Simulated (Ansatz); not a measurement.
# Hf (Fm-3m) in Ansatz: further runs

One crystal, Hf, is run at these levels: PBEsol, LDA; tasks: band structure, single point, equation of state.

Program: Ansatz 0.2.0. These are calculated values, not measurements. Logs are shortened: lines on timing, memory, paths and dates and some standing lists are left out, and cuts for length are marked.

## Step 1: Starting point

It takes space group Fm-3m (No. 225, cubic). The conventional cell has a = 4.440 Å, b = 4.440 Å, c = 4.440 Å, α = 90.00°, β = 90.00°, γ = 90.00°. Around Hf (site symmetry m-3m) lie 12 Hf at 3.14 Å.

This isn't the form of Hf at room conditions, which is hcp.

## Step 2: Band structure, PBEsol, 21.87 Å³/atom

input.yaml reads:

```yaml
crystal:
  lattice:
    - [-0.0444, 2.22, 2.22]
    - [2.22, -0.0444, 2.22]
    - [2.1756, 2.1756, 0.0]
  atoms:
    - { symbol: Hf, position: [0.0, 0.0, 0.0] }
hamiltonian:
  xc: pbesol
  pseudopotentials: { kind: paw }
kpoints:
  mp_grid: { grid: [9, 9, 9] }
  band_path:
    path:
      - [[0.0, 0.0, 0.0], [-0.37005, -0.37005, -0.7401], [-0.49, -0.2501, -0.7401], [-0.5, 0.0, -0.5], [-0.25, 0.25, -0.5], [0.0, 0.0, -0.5], [0.37005, 0.37005, -0.2599], [0.5, 0.5, 0.0], [0.0, 0.0, 0.0], [-0.38005, 0.38005, 0.0], [0.0, 0.5, 0.0], [-0.25, 0.25, -0.5]]
      - [[-0.51, 0.2501, -0.2599], [-0.38005, 0.38005, 0.0]]
      - [[0.38005, 0.61995, 0.0], [0.5, 0.5, 0.0]]
    npoints: 14
scf:
  occupations: { method: fermi_dirac, width: 0.05 }
  n_extra_bands: 6
output:
  forces: true
  stress: true
  eigenvalues: true
  fatbands: true
  write_density: true
  write_potential: true
  elf: true
  volumetric_format: npy
```

Potentials or basis: Ansatz PAW.

Launch:

```
$ ansatz run input.yaml --threads 2 --pin off --max-ram 5632MiB --backend cpu --events-out ev --progress --plain --runs-dir out
```

What it wrote:

```text
Warning: RAYON_NUM_THREADS=2 ignored (pool sized by the plan → 2); use --threads N
scf.n_extra_bands = 6 over 13 filled bands (N_el = 26.0): the run solves 19 bands
Engine: ansatz 0.2.0, x86_64-unknown-linux-gnu
Pseudopotentials: kind: paw
Pseudopotential: Hf, paw, valence charge 26, recommended cutoff 420 eV (normal), Hf.paw.azcp
Functional definition: PBEsol
  exchange = pbesol_x
  correlation = pbesol_c
Crystal: 1 atoms, lattice volume = 21.873 Å³
Basis set: ecut = 420 eV, 419 PW (Γ), exchange–correlation on 48×48×48 points (8 copies of the dense FFT grid, shifted against one another)
Bands: 19, of which v1, the nominal top of the filled ones, is band 13 counted from 1 (12 counted from 0)
Symmetry: 8 space group operations
Space group: Immm (ITA 71), of the structure as read, at distance tolerance 2.8e-5 Å
k-points: 125 of 729
Non-local potential: Hf, projectors of the file, l = 0: 3, l = 1: 2, l = 2: 2, l = 3: 3
PAW form: soft (Blöchl's): semilocal exchange-correlation on the pseudo side does not see the compensation charge
PAW frozen core: Hf, regenerated for the run's functional, and the local potential with it (the file was generated under x = pbe(κ = 0.804, μ = 0.2195149727645171), c = pbe(β = 0.06672455060314922))
PAW one-centre angular grid: Hf, 590 points (default); XC on 64 Gauss nodes
Initial density: superposition of atomic densities (neutral atoms: chi_scale 0, normalization atom), corrected by the library's trained network
Initial wavefunctions: pseudopotential atomic-orbital guess
Functional: x = pbesol(κ = 0.804, μ = 0.12345679012345678), c = pbesol(β = 0.046)
SCF iter   1: F=—  HF=-15597.949644 eV  |F-HF|=—  |Δ(HF+E_count)|=         —  Δρ=2.59e-3  dr2=8.13e-4  ethr=1.77e-3  ⟨swp⟩=5.4  Hψ=10472  notcnv=0  defer=34
preconditioner: auto → none  [metal: Δε(μ)=0.043 eV  Ē_g=21.230 eV  σ=0.050 eV  W_gap=0.21  n_scr=8 (ndim 8)  ℏωp=38.9 eV  f_vac=0.000  D(μ)=2.02/eV (n_scr^D=26)  sad-step TF]
SCF iter   2: F=—  HF=-15597.949548 eV  |F-HF|=—  |Δ(HF+E_count)|=   9.56e-5  Δρ=1.55e-3  dr2=2.86e-4  ethr=3.13e-6  ⟨swp⟩=2.7  Hψ=4932  notcnv=0  defer=60
SCF iter   3: F=—  HF=-15597.949604 eV  |F-HF|=—  |Δ(HF+E_count)|=   5.55e-5  Δρ=2.26e-4  dr2=8.60e-6  ethr=1.10e-6  ⟨swp⟩=3.0  Hψ=3886  notcnv=0  defer=60
SCF iter   4: F=—  HF=-15597.949594 eV  |F-HF|=—  |Δ(HF+E_count)|=   9.68e-6  Δρ=4.61e-5  dr2=1.73e-7  ethr=3.31e-8  ⟨swp⟩=2.1  Hψ=3883  notcnv=0  defer=60
SCF iter   5: F=—  HF=-15597.949595 eV  |F-HF|=—  |Δ(HF+E_count)|=   3.51e-7  Δρ=6.48e-6  dr2=4.53e-9  ethr=6.65e-10  ⟨swp⟩=3.0  Hψ=4418  notcnv=0  defer=60
SCF iter   6: F=—  HF=-15597.949595 eV  |F-HF|=—  |Δ(HF+E_count)|=   1.26e-8  Δρ=3.05e-6  dr2=1.24e-9  ethr=1.74e-11  ⟨swp⟩=9.7  Hψ=13255  notcnv=0
SCF iter   7: F=-15597.949594 eV  HF=-15597.949594 eV  |F-HF|=8.18e-9  |Δ(HF+E_count)|=   6.30e-8  Δρ=8.26e-7  dr2=1.25e-10  ethr=4.76e-12  ⟨swp⟩=8.3  Hψ=13523  notcnv=0
SCF 1 converged in 7 iterations: F = -15597.949594 eV  dr2 = 1.25e-10
NSCF: frozen V_eff on 185 k-points
SCF converged after 7 iterations
Free energy (F): -15597.949594 eV
Harris-Foulkes:  -15597.949594 eV  (|F-HF|=8.18e-9)
Internal energy: -15597.933779 eV  (E = F + TS)
E sigma→0 (E₀):  -15597.941687 eV
Entropy (-TS):   -0.015815 eV (-15.815 meV/atom)
Fermi energy:    20.095335 eV
--- Per-component energies (eV) ---
  E_band       = 46.849458
  E_kinetic    = 425.286902
  E_local      = -5017.216359  (includes V_loc(G=0)·N_el)
  E_nonlocal   = -1238.650684
  E_hartree    = 2362.537974
  E_xc         = -297.936472
  E_vxc        = -266.203645  (∫ρ·V_xc dr)
  E_paw        = -6807.492433  (= ΣΔE_a)
  E_vpaw       = 1418.557604  (= ΣTr[D̂ρ^β])
  E_aug_tail   = -0.000001  (compensation charges beyond the density's cutoff)
  E_ewald      = -5025.713798
  E_core_change = 1.251092  (= ΣΔE_core)
  E_smearing   = -0.015815  (= −TS)
  E_closure    = 0.000000  (closes the sum)
  Σ components = -15597.949594   (vs F -15597.949594, Δ=0.00e0)
--- Forces (eV/Å), atoms counted from 1 ---
  atom   1  Hf     0.00000000     0.00000000     0.00000000
  max |Σ_I F_I| component: 3.08e-33 eV/Å
--- Stress (GPa, compression-positive) ---
       -0.859136       2.318267      -0.000000
        2.318267      -0.859136       0.000000
       -0.000000       0.000000      -1.099970
  P = ⅓ Tr σ = -0.9394 GPa (-9.394 kbar)
--- Band table (eV; the first three rows and the last of 125) ---
  k-point 0: bands = ["-41.5814", "-9.8586", "-9.8315", "-9.7986", "8.4498", "8.4685", "8.4760", "8.4799", "8.5525", "8.5531", "8.5535", "12.7761", "21.1293", "21.4017", "21.7697", "24.3228", "24.3276", "31.4696", "35.3253"]
  k-point 1: bands = ["-41.5726", "-9.9261", "-9.8724", "-9.8367", "8.4575", "8.4742", "8.4755", "8.4831", "8.5433", "8.5436", "8.5531", "13.2262", "21.1767", "21.3398", "21.7976", "24.0648", "24.0907", "32.3863", "34.3831"]
  k-point 2: bands = ["-41.5501", "-10.2085", "-9.9069", "-9.8809", "8.4656", "8.4817", "8.4874", "8.4944", "8.5204", "8.5227", "8.5541", "14.4055", "20.4142", "21.5790", "22.0777", "23.9839", "24.0732", "31.9007", "35.0852"]
  k-point 124: bands = ["-41.4901", "-10.6275", "-10.2322", "-10.0832", "8.4780", "8.4910", "8.4995", "8.5019", "8.5085", "8.5207", "8.5386", "16.9351", "17.9855", "22.2039", "25.8304", "26.9451", "27.9110", "28.3246", "31.6874"]
```

Wall time 2.9 s (2 threads of Intel Xeon Platinum 8375C at 2.90GHz (Ice Lake), shared host); peak memory 0.41 GiB.

Results:

| Quantity | Value |
| --- | --- |
| Free energy | -15597.9496 eV |
| Pressure | -0.9 GPa |
| Band gap on the k mesh | none (metal or under the smearing width) |

Caveat: spin-orbit coupling is left out, which moves the levels of the heavy elements; the PAW data sets come from PBE, with cores solved anew for the run's functional, which leaves a small shift of forces and pressure.

## Step 3: Band structure, PBEsol, 21.88 Å³/atom

input.yaml reads:

```yaml
crystal:
  lattice:
    - [-0.0222, 2.22, 2.22]
    - [2.22, -0.0222, 2.22]
    - [2.1978, 2.1978, 0.0]
  atoms:
    - { symbol: Hf, position: [0.0, 0.0, 0.0] }
hamiltonian:
  xc: pbesol
  pseudopotentials: { kind: paw }
kpoints:
  mp_grid: { grid: [9, 9, 9] }
  band_path:
    path:
      - [[0.0, 0.0, 0.0], [-0.3725125, -0.3725125, -0.745025], [-0.495, -0.250025, -0.745025], [-0.5, 0.0, -0.5], [-0.25, 0.25, -0.5], [0.0, 0.0, -0.5], [0.3725125, 0.3725125, -0.254975], [0.5, 0.5, 0.0], [0.0, 0.0, 0.0], [-0.3775125, 0.3775125, 0.0], [0.0, 0.5, 0.0], [-0.25, 0.25, -0.5]]
      - [[-0.505, 0.250025, -0.254975], [-0.3775125, 0.3775125, 0.0]]
      - [[0.3775125, 0.6224875, 0.0], [0.5, 0.5, 0.0]]
    npoints: 14
scf:
  occupations: { method: fermi_dirac, width: 0.05 }
  n_extra_bands: 6
output:
  forces: true
  stress: true
  eigenvalues: true
  fatbands: false
  write_density: true
  write_potential: true
  elf: true
  volumetric_format: npy
```

Potentials or basis: Ansatz PAW.

Launch:

```
$ ansatz run input.yaml --threads 2 --pin off --max-ram 5632MiB --backend cpu --events-out ev --progress --plain --runs-dir out
```

Run time: 2.5 s. Hardware: 2 threads of Intel Xeon Platinum 8375C at 2.90GHz (Ice Lake), shared host; peak memory 0.42 GiB.

Results (log left out):

```
Free energy            : -15597.9543 eV
Pressure               : -1.0 GPa
Band gap on the k mesh : none (metal or under the smearing width)
```

Caveat: spin-orbit coupling is left out, which moves the levels of the heavy elements; the PAW data sets come from PBE, with cores solved anew for the run's functional, which leaves a small shift of forces and pressure.

## Step 4: Single point, LDA, 20.57 Å³/atom (volume scaled by 0.94)

input.yaml reads:

```yaml
crystal:
  lattice:
    - [0.0, 2.1746811613, 2.1746811613]
    - [2.1746811613, 0.0, 2.1746811613]
    - [2.1746811613, 2.1746811613, 0.0]
  atoms:
    - { symbol: Hf, position: [0.0, 0.0, 0.0] }
hamiltonian:
  xc: lda
  pseudopotentials: { kind: paw }
kpoints:
  mp_grid: { grid: [10, 10, 10] }
scf:
  occupations: { method: fermi_dirac, width: 0.05 }
output:
  forces: true
  stress: true
  eigenvalues: true
```

Launch:

```
$ ansatz run input.yaml --threads 2 --pin off --max-ram 5632MiB --backend cpu --events-out ev --progress --plain --runs-dir out
```

Wall time 0.63 s (2 threads of Intel Xeon Platinum 8375C at 2.90GHz (Ice Lake), shared host); peak memory 0.34 GiB.

Results (log left out):

* Free energy: -15476.8008 eV
* Pressure: 1.1 GPa
* Band gap on the k mesh: none (metal or under the smearing width)

Caveat: the PAW data sets come from PBE, with cores solved anew for the run's functional, which leaves a small shift of forces and pressure.

## Step 5: Single point, LDA, 21.01 Å³/atom (volume scaled by 0.96)

input.yaml reads:

```yaml
crystal:
  lattice:
    - [0.0, 2.189996322, 2.189996322]
    - [2.189996322, 0.0, 2.189996322]
    - [2.189996322, 2.189996322, 0.0]
  atoms:
    - { symbol: Hf, position: [0.0, 0.0, 0.0] }
hamiltonian:
  xc: lda
  pseudopotentials: { kind: paw }
kpoints:
  mp_grid: { grid: [10, 10, 10] }
scf:
  occupations: { method: fermi_dirac, width: 0.05 }
output:
  forces: true
  stress: true
  eigenvalues: true
  write_density: true
  write_potential: true
  elf: true
  volumetric_format: npy
```

Launch:

```
$ ansatz run input.yaml --threads 2 --pin off --max-ram 5632MiB --backend cpu --events-out ev --progress --plain --runs-dir out
```

Run time: 0.82 s. Hardware: 2 threads of Intel Xeon Platinum 8375C at 2.90GHz (Ice Lake), shared host; peak memory 0.34 GiB.

Results (log left out):

| Property | Result |
| --- | --- |
| Free energy | -15476.8005 eV |
| Pressure | -1.4 GPa |
| Band gap on the k mesh | none (metal or under the smearing width) |

Caveat: the PAW data sets come from PBE, with cores solved anew for the run's functional, which leaves a small shift of forces and pressure.

## Step 6: Single point, LDA, 21.44 Å³/atom (volume scaled by 0.98)

input.yaml, as its differences from that of step 5:

```diff
@@ -2,5 +2,5 @@
   lattice:
-    - [0.0, 2.189996322, 2.189996322]
-    - [2.189996322, 0.0, 2.189996322]
-    - [2.189996322, 2.189996322, 0.0]
+    - [0.0, 2.2051002222, 2.2051002222]
+    - [2.2051002222, 0.0, 2.2051002222]
+    - [2.2051002222, 2.2051002222, 0.0]
   atoms:
```

Potentials or basis: Ansatz PAW.

Launch:

```
$ ansatz run input.yaml --threads 2 --pin off --max-ram 5632MiB --backend cpu --events-out ev --progress --plain --runs-dir out
```

Run time: 0.88 s. Hardware: 2 threads of Intel Xeon Platinum 8375C at 2.90GHz (Ice Lake), shared host; peak memory 0.34 GiB.

Results (log left out):

```yaml
Free_energy: -15476.7936 eV
Pressure: -3.7 GPa
Band_gap_on_the_k_mesh: none (metal or under the smearing width)
```

Caveat: the PAW data sets come from PBE, with cores solved anew for the run's functional, which leaves a small shift of forces and pressure.

## Step 7: Single point, LDA, 21.88 Å³/atom

input.yaml reads:

```yaml
crystal:
  lattice:
    - [0.0, 2.22, 2.22]
    - [2.22, 0.0, 2.22]
    - [2.22, 2.22, 0.0]
  atoms:
    - { symbol: Hf, position: [0.0, 0.0, 0.0] }
hamiltonian:
  xc: lda
  pseudopotentials: { kind: paw }
kpoints:
  mp_grid: { grid: [10, 10, 10] }
scf:
  occupations: { method: fermi_dirac, width: 0.05 }
output:
  forces: true
  stress: true
  eigenvalues: true
```

Launch:

```
$ ansatz run input.yaml --threads 2 --pin off --max-ram 5632MiB --backend cpu --events-out ev --progress --plain --runs-dir out
```

Wall time 0.69 s (2 threads of Intel Xeon Platinum 8375C at 2.90GHz (Ice Lake), shared host); peak memory 0.34 GiB.

It converged, with:

- Free energy: -15476.7807 eV
- Pressure: -5.7 GPa
- Band gap on the k mesh: none (metal or under the smearing width)

Caveat: the PAW data sets come from PBE, with cores solved anew for the run's functional, which leaves a small shift of forces and pressure.

## Step 8: Single point, LDA, 22.32 Å³/atom (volume scaled by 1.02)

input.yaml, as its differences from that of step 7:

```diff
@@ -2,5 +2,5 @@
   lattice:
-    - [0.0, 2.22, 2.22]
-    - [2.22, 0.0, 2.22]
-    - [2.22, 2.22, 0.0]
+    - [0.0, 2.2347024152, 2.2347024152]
+    - [2.2347024152, 0.0, 2.2347024152]
+    - [2.2347024152, 2.2347024152, 0.0]
   atoms:
```

Launch:

```
$ ansatz run input.yaml --threads 2 --pin off --max-ram 5632MiB --backend cpu --events-out ev --progress --plain --runs-dir out
```

It took 0.7 s on 2 threads of Intel Xeon Platinum 8375C at 2.90GHz (Ice Lake), shared host; peak memory 0.34 GiB.

The run converged. Its results:

- Free energy: -15476.7624 eV
- Pressure: -7.6 GPa
- Band gap on the k mesh: none (metal or under the smearing width)

Caveat: the PAW data sets come from PBE, with cores solved anew for the run's functional, which leaves a small shift of forces and pressure.

## Step 9: Single point, LDA, 22.76 Å³/atom (volume scaled by 1.04)

input.yaml reads:

```yaml
crystal:
  lattice:
    - [0.0, 2.2492138765, 2.2492138765]
    - [2.2492138765, 0.0, 2.2492138765]
    - [2.2492138765, 2.2492138765, 0.0]
  atoms:
    - { symbol: Hf, position: [0.0, 0.0, 0.0] }
hamiltonian:
  xc: lda
  pseudopotentials: { kind: paw }
kpoints:
  mp_grid: { grid: [10, 10, 10] }
scf:
  occupations: { method: fermi_dirac, width: 0.05 }
output:
  forces: true
  stress: true
  eigenvalues: true
  write_density: true
  write_potential: true
  elf: true
  volumetric_format: npy
```

Potentials or basis: Ansatz PAW.

Launch:

```
$ ansatz run input.yaml --threads 2 --pin off --max-ram 5632MiB --backend cpu --events-out ev --progress --plain --runs-dir out
```

It took 0.82 s on 2 threads of Intel Xeon Platinum 8375C at 2.90GHz (Ice Lake), shared host; peak memory 0.35 GiB.

Results (log left out):

```
Free energy            : -15476.7392 eV
Pressure               : -9.3 GPa
Band gap on the k mesh : none (metal or under the smearing width)
```

Caveat: the PAW data sets come from PBE, with cores solved anew for the run's functional, which leaves a small shift of forces and pressure.

## Step 10: Single point, LDA, 23.20 Å³/atom (volume scaled by 1.06)

input.yaml reads:

```yaml
crystal:
  lattice:
    - [0.0, 2.2635404658, 2.2635404658]
    - [2.2635404658, 0.0, 2.2635404658]
    - [2.2635404658, 2.2635404658, 0.0]
  atoms:
    - { symbol: Hf, position: [0.0, 0.0, 0.0] }
hamiltonian:
  xc: lda
  pseudopotentials: { kind: paw }
kpoints:
  mp_grid: { grid: [10, 10, 10] }
scf:
  occupations: { method: fermi_dirac, width: 0.05 }
output:
  forces: true
  stress: true
  eigenvalues: true
```

Launch:

```
$ ansatz run input.yaml --threads 2 --pin off --max-ram 5632MiB --backend cpu --events-out ev --progress --plain --runs-dir out
```

Run time: 0.7 s. Hardware: 2 threads of Intel Xeon Platinum 8375C at 2.90GHz (Ice Lake), shared host; peak memory 0.34 GiB.

It converged, with:

| Property | Result |
| --- | --- |
| Free energy | -15476.7116 eV |
| Pressure | -10.9 GPa |
| Band gap on the k mesh | none (metal or under the smearing width) |

Caveat: the PAW data sets come from PBE, with cores solved anew for the run's functional, which leaves a small shift of forces and pressure.

## Step 11: Equation of state, LDA

No new run: the results of the series are fitted here.

What came out:

- Equilibrium volume: 20.77 Å³/atom
- Bulk modulus: 121 GPa
- Pressure derivative of the bulk modulus: 3.7

Energy against volume, from the lowest point:
```csv
volume (Å³/atom),energy (meV/atom)
20.569,0.00
21.007,0.35
21.444,7.26
21.882,20.13
22.320,38.42
22.757,61.61
23.195,89.20
```

The run has no spin-orbit coupling, so splittings on Hf are missing. LDA usually gives volumes a few per cent too small.
